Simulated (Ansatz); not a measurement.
Born–Oppenheimer molecular dynamics of a periodic cell of 16 atoms, WC (start crystal WC, start structure P-6m2, volume 1.05 times the crystal's). It starts from a structure without forces on its atoms.

Theory: DFT PBE, scalar-relativistic, plane waves, PAW (Ansatz). Settings: accuracy low, PAW set soft_1, cutoff 420 eV, k mesh 3x3x3, fermi-dirac smearing 0.36 eV, no spin polarisation.

```json
{
 "ensemble": "NVT, Langevin thermostat",
 "time step": "1.12 fs",
 "steps asked": "150",
 "set temperature": "4200 K",
 "friction": "0.02 /fs",
 "seed": "475885"
}
```

Frames 2.24 fs apart, positions in Å, forces in eV/Å.

Velocities at 67.2 fs (Å/ps):

```
W 2.33 2.29 -0.01
C 9.07 -20.25 1.83
W 0.55 -2.52 6.72
C -14.35 11.03 -9.52
W -2.18 5.64 -1.16
C -7.39 1.39 -13.16
W 3.68 -8.14 -10.29
C 5.32 -19.32 -0.22
W -0.50 1.16 -4.21
C -0.83 28.92 -1.71
W -0.30 -6.40 2.36
C 4.49 -20.43 -20.33
W 3.98 0.12 -2.21
C -15.39 2.39 4.55
W -2.21 -0.70 1.94
C -11.97 24.78 2.55
```

```xyz
16
Lattice="-2.9390 -5.0905 0.0000 4.4085 -2.5453 0.0000 0.0000 0.0000 5.7524" Properties=species:S:1:pos:R:3:forces:R:3 time_fs=67.2 energy_less_start_eV=5.277 T=3042
W -0.180 -5.111 -0.127 4.27 -0.28 3.78
C 1.463 -4.208 1.502 -0.43 -1.35 -0.38
W -0.076 -5.288 2.764 2.02 3.89 2.28
C 1.393 -4.241 4.489 1.00 -0.77 -2.52
W -1.474 -2.603 -0.074 0.14 3.54 4.27
C 0.055 -1.780 1.300 -1.25 1.16 2.79
W -1.409 -2.491 2.905 -0.64 0.67 0.32
C 0.159 -1.806 4.490 -3.45 2.56 -2.67
W 1.477 -2.554 -0.004 0.77 -1.76 1.96
C 2.792 -1.784 1.390 1.38 1.02 1.50
W 1.376 -2.652 2.993 2.05 0.99 -3.08
C 3.039 -1.645 4.280 -1.05 -1.60 0.96
W 0.016 0.139 0.197 -0.18 -2.51 -4.71
C -1.380 -4.104 1.708 -1.68 -1.57 -4.44
W 0.045 0.069 2.843 -0.71 -1.86 2.32
C -1.364 -4.102 4.372 -2.24 -2.12 -2.37
16
Lattice="-2.9390 -5.0905 0.0000 4.4085 -2.5453 0.0000 0.0000 0.0000 5.7524" Properties=species:S:1:pos:R:3:forces:R:3 time_fs=69.44 energy_less_start_eV=5.310 T=2906
W -0.172 -5.108 -0.125 3.81 -0.33 3.29
C 1.474 -4.259 1.517 -0.68 -0.49 -0.73
W -0.076 -5.292 2.776 1.64 4.46 2.10
C 1.363 -4.213 4.453 1.28 -1.44 -1.87
W -1.476 -2.590 -0.074 -0.21 3.61 4.24
C 0.025 -1.773 1.288 -0.66 0.98 2.75
W -1.402 -2.509 2.885 -0.76 1.35 0.98
C 0.155 -1.850 4.483 -3.54 3.02 -2.76
W 1.474 -2.551 -0.014 1.09 -1.72 2.70
C 2.799 -1.719 1.389 1.17 -0.06 0.86
W 1.378 -2.667 2.998 2.08 1.23 -3.73
C 3.052 -1.692 4.233 -1.45 -0.80 1.84
W 0.021 0.135 0.189 -0.43 -2.29 -4.56
C -1.419 -4.097 1.715 -1.03 -2.12 -4.77
W 0.040 0.068 2.847 -0.58 -2.14 1.95
C -1.398 -4.062 4.380 -1.75 -3.24 -2.28
16
Lattice="-2.9390 -5.0905 0.0000 4.4085 -2.5453 0.0000 0.0000 0.0000 5.7524" Properties=species:S:1:pos:R:3:forces:R:3 time_fs=71.68 energy_less_start_eV=5.332 T=2795
W -0.162 -5.102 -0.124 3.36 -0.25 2.81
C 1.476 -4.316 1.541 -0.80 0.44 -1.19
W -0.074 -5.295 2.785 1.25 4.92 2.08
C 1.347 -4.191 4.418 1.36 -2.03 -1.12
W -1.478 -2.574 -0.074 -0.50 3.09 3.81
C -0.005 -1.764 1.273 -0.06 0.84 2.74
W -1.396 -2.526 2.864 -0.89 1.87 1.56
C 0.140 -1.883 4.468 -3.18 3.22 -2.58
W 1.475 -2.550 -0.019 1.02 -1.51 2.86
C 2.814 -1.654 1.380 0.90 -1.22 0.33
W 1.376 -2.678 3.000 2.16 1.46 -4.23
C 3.059 -1.742 4.192 -1.83 -0.04 2.56
W 0.024 0.129 0.176 -0.60 -2.03 -4.39
C -1.452 -4.094 1.702 -0.49 -2.52 -4.85
W 0.038 0.067 2.852 -0.37 -2.45 1.40
C -1.425 -4.040 4.365 -1.35 -3.79 -1.79
16
Lattice="-2.9390 -5.0905 0.0000 4.4085 -2.5453 0.0000 0.0000 0.0000 5.7524" Properties=species:S:1:pos:R:3:forces:R:3 time_fs=73.92 energy_less_start_eV=5.306 T=2874
W -0.153 -5.099 -0.120 2.98 0.09 2.32
C 1.462 -4.362 1.558 -0.66 1.18 -1.53
W -0.070 -5.297 2.797 0.81 5.17 2.09
C 1.334 -4.170 4.386 1.38 -2.68 -0.40
W -1.480 -2.555 -0.074 -0.74 2.30 3.22
C -0.030 -1.751 1.258 0.46 0.67 2.74
W -1.390 -2.542 2.843 -1.08 2.04 1.74
C 0.118 -1.914 4.443 -2.61 3.31 -2.14
W 1.478 -2.555 -0.021 0.71 -1.04 2.76
C 2.842 -1.583 1.356 0.58 -2.53 0.11
W 1.374 -2.690 3.004 2.24 1.77 -4.71
C 3.063 -1.786 4.177 -2.15 0.58 2.82
W 0.027 0.120 0.165 -0.77 -1.72 -4.27
C -1.473 -4.101 1.660 -0.15 -2.53 -4.32
W 0.037 0.067 2.861 -0.04 -2.60 0.71
C -1.452 -4.028 4.340 -0.98 -4.01 -1.16
16
Lattice="-2.9390 -5.0905 0.0000 4.4085 -2.5453 0.0000 0.0000 0.0000 5.7524" Properties=species:S:1:pos:R:3:forces:R:3 time_fs=76.16 energy_less_start_eV=5.209 T=3165
W -0.147 -5.097 -0.112 2.68 0.68 1.60
C 1.454 -4.397 1.571 -0.51 1.81 -1.83
W -0.066 -5.295 2.811 0.40 5.24 2.19
C 1.335 -4.174 4.339 1.25 -2.94 0.60
W -1.483 -2.537 -0.071 -0.91 1.35 2.49
C -0.049 -1.733 1.248 0.87 0.43 2.73
W -1.387 -2.558 2.825 -1.30 2.02 1.83
C 0.083 -1.930 4.416 -1.73 3.16 -1.69
W 1.480 -2.558 -0.024 0.30 -0.76 2.40
C 2.871 -1.503 1.329 0.34 -4.08 0.06
W 1.374 -2.701 3.009 2.11 2.13 -5.05
C 3.053 -1.825 4.179 -2.22 1.06 2.70
W 0.029 0.110 0.161 -1.01 -1.37 -4.33
C -1.488 -4.114 1.605 0.14 -2.26 -3.48
W 0.036 0.068 2.868 0.08 -2.64 0.27
C -1.495 -4.035 4.313 -0.49 -3.84 -0.48
16
Lattice="-2.9390 -5.0905 0.0000 4.4085 -2.5453 0.0000 0.0000 0.0000 5.7524" Properties=species:S:1:pos:R:3:forces:R:3 time_fs=78.4 energy_less_start_eV=5.127 T=3613
W -0.139 -5.096 -0.107 2.28 1.33 0.88
C 1.444 -4.414 1.590 -0.23 2.20 -2.24
W -0.060 -5.290 2.827 -0.09 5.14 2.08
C 1.330 -4.193 4.279 1.20 -3.02 1.77
W -1.486 -2.519 -0.066 -1.03 0.51 1.71
C -0.060 -1.706 1.242 1.10 0.04 2.71
W -1.388 -2.576 2.809 -1.51 1.76 1.63
C 0.041 -1.929 4.379 -0.82 2.86 -1.10
W 1.481 -2.559 -0.025 -0.17 -0.59 1.93
C 2.909 -1.431 1.309 0.16 -5.50 0.09
W 1.376 -2.712 3.015 1.86 2.63 -5.37
C 3.024 -1.848 4.189 -1.93 1.23 2.35
W 0.030 0.102 0.156 -1.40 -1.10 -4.52
C -1.500 -4.139 1.526 0.44 -1.50 -2.12
W 0.037 0.068 2.874 -0.18 -2.59 -0.03
C -1.564 -4.052 4.284 0.32 -3.39 0.23
16
Lattice="-2.9390 -5.0905 0.0000 4.4085 -2.5453 0.0000 0.0000 0.0000 5.7524" Properties=species:S:1:pos:R:3:forces:R:3 time_fs=80.64 energy_less_start_eV=5.263 T=3147
W -0.130 -5.094 -0.104 1.81 1.80 0.29
C 1.438 -4.428 1.627 0.03 2.49 -2.87
W -0.053 -5.286 2.843 -0.74 4.69 1.82
C 1.313 -4.236 4.225 1.38 -2.54 2.68
W -1.487 -2.502 -0.059 -1.06 -0.20 0.98
C -0.063 -1.679 1.247 1.21 -0.38 2.57
W -1.385 -2.592 2.796 -1.79 1.39 1.62
C 0.004 -1.920 4.339 -0.09 2.52 -0.45
W 1.485 -2.560 -0.023 -0.66 -0.52 1.51
C 2.947 -1.378 1.291 0.05 -6.47 0.39
W 1.379 -2.724 3.018 1.62 2.93 -5.28
C 2.988 -1.856 4.221 -1.43 1.22 1.68
W 0.031 0.097 0.152 -1.91 -1.02 -4.81
C -1.517 -4.165 1.450 0.93 -0.69 -0.71
W 0.034 0.068 2.878 -0.74 -2.60 -0.24
C -1.643 -4.082 4.262 1.40 -2.59 0.82
16
Lattice="-2.9390 -5.0905 0.0000 4.4085 -2.5453 0.0000 0.0000 0.0000 5.7524" Properties=species:S:1:pos:R:3:forces:R:3 time_fs=82.88 energy_less_start_eV=5.448 T=3373
W -0.122 -5.089 -0.100 1.43 1.87 0.03
C 1.431 -4.433 1.652 0.30 2.59 -3.30
W -0.048 -5.277 2.861 -1.30 3.82 1.15
C 1.314 -4.289 4.184 1.51 -1.78 3.18
W -1.485 -2.487 -0.053 -1.12 -0.80 0.49
C -0.059 -1.645 1.250 1.13 -0.99 2.51
W -1.382 -2.607 2.783 -2.04 0.98 1.76
C -0.031 -1.897 4.312 0.53 2.06 -0.13
W 1.492 -2.563 -0.020 -1.13 -0.40 1.36
C 2.982 -1.354 1.279 -0.14 -6.61 0.82
W 1.384 -2.735 3.023 1.26 3.06 -4.99
C 2.943 -1.855 4.249 -0.79 1.19 1.08
W 0.029 0.097 0.144 -2.60 -1.25 -5.10
C -1.547 -4.202 1.385 1.77 0.38 0.68
W 0.031 0.066 2.885 -1.56 -2.75 -0.62
C -1.721 -4.130 4.257 2.74 -1.36 1.09
16
Lattice="-2.9390 -5.0905 0.0000 4.4085 -2.5453 0.0000 0.0000 0.0000 5.7524" Properties=species:S:1:pos:R:3:forces:R:3 time_fs=85.12 energy_less_start_eV=5.705 T=3260
W -0.115 -5.082 -0.097 1.17 1.55 0.09
C 1.434 -4.432 1.672 0.35 2.54 -3.59
W -0.045 -5.265 2.880 -1.60 2.65 0.23
C 1.322 -4.340 4.162 1.60 -0.96 3.38
W -1.481 -2.474 -0.047 -1.10 -1.21 0.15
C -0.051 -1.597 1.267 0.97 -1.83 2.31
W -1.380 -2.623 2.769 -2.08 0.72 2.12
C -0.056 -1.857 4.295 0.84 1.46 -0.01
W 1.500 -2.567 -0.017 -1.61 -0.26 1.55
C 3.016 -1.360 1.271 -0.48 -5.98 1.27
W 1.389 -2.745 3.028 0.90 3.10 -4.67
C 2.889 -1.860 4.282 0.00 1.35 0.38
W 0.022 0.098 0.130 -3.25 -1.68 -5.11
C -1.562 -4.241 1.326 2.47 1.37 1.97
W 0.030 0.061 2.891 -2.51 -2.91 -1.25
C -1.792 -4.190 4.265 4.32 0.08 1.15
16
Lattice="-2.9390 -5.0905 0.0000 4.4085 -2.5453 0.0000 0.0000 0.0000 5.7524" Properties=species:S:1:pos:R:3:forces:R:3 time_fs=87.36 energy_less_start_eV=6.093 T=3184
W -0.108 -5.080 -0.095 0.91 1.11 0.30
C 1.433 -4.431 1.675 0.43 2.45 -3.65
W -0.045 -5.252 2.893 -1.77 1.52 -0.65
C 1.320 -4.394 4.157 1.86 -0.03 3.23
W -1.479 -2.464 -0.036 -0.94 -1.43 -0.27
C -0.036 -1.554 1.286 0.74 -2.64 2.06
W -1.380 -2.638 2.754 -1.96 0.72 2.60
C -0.065 -1.809 4.284 0.75 0.71 0.08
W 1.508 -2.571 -0.017 -2.05 -0.14 1.88
C 3.048 -1.385 1.263 -0.97 -4.93 1.67
W 1.397 -2.757 3.033 0.50 2.99 -4.37
C 2.841 -1.861 4.301 0.71 1.48 -0.09
W 0.010 0.098 0.112 -3.55 -2.13 -4.68
C -1.565 -4.261 1.280 2.82 1.88 2.78
W 0.030 0.055 2.895 -3.58 -3.20 -2.24
C -1.853 -4.262 4.268 6.12 1.66 1.36
16
Lattice="-2.9390 -5.0905 0.0000 4.4085 -2.5453 0.0000 0.0000 0.0000 5.7524" Properties=species:S:1:pos:R:3:forces:R:3 time_fs=89.6 energy_less_start_eV=6.479 T=2784
W -0.099 -5.073 -0.089 0.64 0.55 0.55
C 1.432 -4.422 1.667 0.45 2.21 -3.55
W -0.046 -5.240 2.908 -1.82 0.64 -1.66
C 1.317 -4.441 4.159 2.16 0.82 3.01
W -1.480 -2.455 -0.021 -0.70 -1.44 -0.66
C -0.017 -1.520 1.314 0.58 -3.23 1.63
W -1.381 -2.648 2.741 -1.87 0.91 3.04
C -0.074 -1.745 4.274 0.62 -0.21 0.20
W 1.518 -2.576 -0.018 -2.43 0.07 2.21
C 3.072 -1.422 1.250 -1.52 -3.70 2.10
W 1.406 -2.765 3.037 -0.02 2.83 -4.23
C 2.795 -1.858 4.296 1.45 1.61 -0.11
W -0.001 0.096 0.091 -3.43 -2.50 -3.88
C -1.562 -4.264 1.256 2.77 1.90 2.95
W 0.031 0.050 2.896 -4.51 -3.35 -3.21
C -1.893 -4.321 4.269 7.63 2.88 1.61
16
Lattice="-2.9390 -5.0905 0.0000 4.4085 -2.5453 0.0000 0.0000 0.0000 5.7524" Properties=species:S:1:pos:R:3:forces:R:3 time_fs=91.84 energy_less_start_eV=6.429 T=2966
W -0.089 -5.062 -0.083 0.41 -0.24 0.88
C 1.430 -4.412 1.641 0.44 1.93 -3.17
W -0.051 -5.229 2.923 -1.69 0.07 -2.60
C 1.318 -4.484 4.174 2.37 1.63 2.52
W -1.485 -2.447 -0.007 -0.40 -1.47 -1.05
C -0.013 -1.496 1.353 0.60 -3.49 0.97
W -1.384 -2.654 2.730 -1.76 1.25 3.45
C -0.077 -1.681 4.269 0.42 -1.11 0.31
W 1.524 -2.583 -0.020 -2.65 0.37 2.41
C 3.082 -1.479 1.234 -2.05 -2.24 2.50
W 1.414 -2.773 3.036 -0.62 2.60 -4.17
C 2.748 -1.848 4.277 2.26 1.66 0.22
W -0.009 0.094 0.070 -2.73 -2.73 -2.95
C -1.536 -4.254 1.249 2.09 1.49 2.70
W 0.033 0.046 2.892 -4.81 -3.04 -3.42
C -1.894 -4.349 4.273 8.11 3.32 1.40
```

Of the whole run (168 fs, mean temperature of the second half 3472 K): The mean temperature of the second half is 17 % below the set value. A run of 0.17 ps of so small a system gives no equilibrium averages. Limits of this set-up: coarse k mesh, low accuracy level.

Time of the run: 28 min on 2 threads of Arm Neoverse V1, with other jobs on the host, peak memory 0.81 GiB.
